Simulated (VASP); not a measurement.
HC60N3 (a cell with a defect):

```
H C N
1.0
     7.14000    0.00000    0.00000
     0.00000    7.14000    0.00000
     0.00000    0.00000    7.14000
H C N
1 60 3
Cartesian
  3.6102 3.8223 3.7163
  4.5119 4.5119 4.5119
  3.5806 5.3600 5.3600
  5.3600 3.5806 5.3600
  5.3600 5.3600 3.5806
  3.5349 1.7886 5.3511
  3.5349 5.3511 1.7886
  1.7886 3.5349 5.3511
  5.3511 3.5349 1.7886
  1.7886 5.3511 3.5349
  5.3511 1.7886 3.5349
  4.4523 2.6844 6.2362
  4.4523 6.2362 2.6844
  2.6844 4.4523 6.2362
  6.2362 4.4523 2.6844
  2.6844 6.2362 4.4523
  6.2362 2.6844 4.4523
  3.6063 1.7924 1.7924
  1.7924 3.6063 1.7924
  1.7924 1.7924 3.6063
  0.9096 4.4463 4.4463
  4.4463 0.9096 4.4463
  4.4463 4.4463 0.9096
  7.1397 3.5697 3.5697
  3.5697 7.1397 3.5697
  3.5697 3.5697 7.1397
  0.9126 2.6940 2.6940
  2.6940 0.9126 2.6940
  2.6940 2.6940 0.9126
  4.4549 6.2537 6.2537
  6.2537 4.4549 6.2537
  6.2537 6.2537 4.4549
  0.0080 5.3509 5.3509
  5.3509 0.0080 5.3509
  5.3509 5.3509 0.0080
  0.8835 2.6778 6.2556
  0.8835 6.2556 2.6778
  2.6778 0.8835 6.2556
  6.2556 0.8835 2.6778
  2.6778 6.2556 0.8835
  6.2556 2.6778 0.8835
  7.1311 1.7816 5.3503
  7.1311 5.3503 1.7816
  1.7816 7.1311 5.3503
  5.3503 7.1311 1.7816
  1.7816 5.3503 7.1311
  5.3503 1.7816 7.1311
  0.8838 0.8838 4.4603
  0.8838 4.4603 0.8838
  4.4603 0.8838 0.8838
  0.0124 1.7876 1.7876
  1.7876 0.0124 1.7876
  1.7876 1.7876 0.0124
  0.8921 6.2432 6.2432
  6.2432 0.8921 6.2432
  6.2432 6.2432 0.8921
  7.1398 7.1398 3.5693
  7.1398 3.5693 7.1398
  3.5693 7.1398 7.1398
  0.8954 0.8954 0.8954
  7.1385 7.1385 7.1385
  4.5350 2.6047 2.6047
  2.6047 4.5350 2.6047
  2.6047 2.6047 4.5350
```

The cell was built by a generator and needn't be a form met in nature.

Program: VASP 6.6.1. Alike in all runs: task single point; no spin polarisation; cell as given; k mesh 2 × 2 × 2; cutoff (eV) 520; smearing gaussian 0.03 eV; the mesh is coarse, so values aren't converged.

**Question.** Order these runs on this cell by their pressure, lowest first.
A. level LDA; potentials or basis VASP PAW LDA potentials, release 64 (H, C, N)
B. level PBE; potentials or basis VASP PAW PBE potentials, release 64 (H, C, N)
C. level r2SCAN; potentials or basis VASP PAW PBE potentials, release 64 (H, C, N)

**Answer.** A (-13.6 GPa), C (-3.4 GPa), B (0.4 GPa).

Caveats: all runs use coarse meshes; the PAW data sets were made with another functional, which shifts forces and pressure a little (some runs).

Not every run made on this cell is shown here.
